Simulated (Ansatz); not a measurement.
**Moving the dispersion correction in Ca**

The cell as given:

The structure is tetragonal, space group I4/mmm (No. 139). The conventional cell has a = 4.410 Å, b = 4.410 Å, c = 4.392 Å, α = 90.00°, β = 90.00°, γ = 90.00°. Ca (site symmetry 4/mmm) has 8 Ca at 3.81 Å as nearest neighbours.

This isn't the form of Ca at room conditions, which is fcc.

Kept alike: task relaxation of cell and atoms; functional r2SCAN; k mesh 9 × 9 × 9; occupations fermi-dirac, width 0.05 eV; no spin polarisation. Program: Ansatz, Ansatz PAW, cutoff 500 eV. The mesh is that of the run's cell of 1 atom. No spin-orbit coupling.

```csv
dispersion correction,volume (Å³/atom)
D3(BJ),42.364
D3(BJ)-ATM,42.490
D4,42.780
none,43.328
rVV10,42.780
```

The relaxations keep at least the cell's symmetry (I4/mmm). For a metal such a mesh leaves the last digits unconverged. Relaxations stop with a little pressure left, so the last digits of a volume or edge aren't settled. All rows use potentials made for PBE.

Q: What does the dispersion correction change here?

A: The volume runs from 42.364 (D3(BJ)) to 43.328 Å³/atom (none). Against no correction: D3(BJ) -2.2 %; D3(BJ)-ATM -1.9 %; D4 -1.3 %; rVV10 -1.3 %. Dispersion terms mostly attract and so lower the volume; the schemes' coefficients and damping set how far.
